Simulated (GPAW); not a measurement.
The system is ZnS (Wurtzite-2H).

```
Zn S
1.0
     3.81100    0.00000    0.00000
    -1.90550    3.30042    0.00000
     0.00000    0.00000    6.23400
Zn S
2 2
Direct
  0.66667 0.33333 0.50000
  0.33333 0.66667 0.00000
  0.66667 0.33333 0.88500
  0.33333 0.66667 0.38500
```

```yaml
Program: GPAW 26.7.0
Task: relaxation of cell and atoms
Functional: mBEEF
Potentials_or_basis: GPAW PAW data sets (gpaw-data 1.2.1)
Cutoff: 600 eV
Basis: pw
k_mesh: 6 × 6 × 3
Occupations: fermi-dirac, width 0.05 eV
Spin: no spin polarisation
```

At the start: pressure 1.6 GPa; volume 19.60 Å³/atom.

**Question.** Where does the relaxation end?

**Answer.** Over 6 steps the energy falls by 7.0 meV/atom and the volume is 19.94 Å³/atom (+1.7 %); space group P6_3mc (No. 186, to 0.05 Å).

Step by step:
```
step  energy change (eV)  largest force (eV/Å)  pressure (GPa)  volume (Å³)
   1              0.0000                0.3251            1.57        78.41
   2             -0.0076                0.2771            1.35        78.57
   3             -0.0268                0.0319            0.32        79.51
   4             -0.0270                0.0060            0.33        79.49
   5             -0.0274                0.0107            0.28        79.55
   6             -0.0279                0.0254            0.08        79.76
```

Final structure:
```yaml
crystal:
  lattice:
    - [3.83532, 0.00000, 0.00000]
    - [-1.91766, 3.32148, 0.00000]
    - [0.00000, 0.00000, 6.26126]
  atoms:
    - { symbol: Zn, position: [0.66667, 0.33333, 0.50449] }
    - { symbol: Zn, position: [0.33333, 0.66667, 0.00449] }
    - { symbol: S, position: [0.66667, 0.33333, 0.88052] }
    - { symbol: S, position: [0.33333, 0.66667, 0.38052] }
```

Caveat: later steps reuse the first step's grids; the PAW data sets were made with another functional, which shifts forces and pressure a little.
